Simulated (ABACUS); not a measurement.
Crystal: ZnSe (Stilleite).

```
CELL_PARAMETERS angstrom
0.00000 2.83380 2.83380
2.83380 0.00000 2.83380
2.83380 2.83380 0.00000
ATOMIC_POSITIONS crystal
Se 0.75000 0.75000 0.75000
Zn 0.00000 0.00000 0.00000
```

Base run:

```yaml
Program: ABACUS 3.10.1
Functional: revPBE
Potentials_or_basis: Ansatz NC PBE
Cutoff: 1184 eV
Density_cutoff: 4735 eV
Basis: plane waves
k_mesh: 6 × 6 × 6
Occupations: fermi-dirac, width 0.05 eV
Spin: no spin polarisation
```

Its results: band gap on the k mesh 1.43 eV, direct; pressure 4.2 GPa.

The run is repeated on the same cell with these changes: functional from revPBE to B86bPBE; potentials or basis from Ansatz NC PBE to PseudoDojo NC SR 0.4.1 PBE standard. What comes out?

Band gap on the k mesh 1.29 eV, direct; pressure 2.6 GPa.

Caveats: the potentials were made for another functional, which shifts forces and pressure.

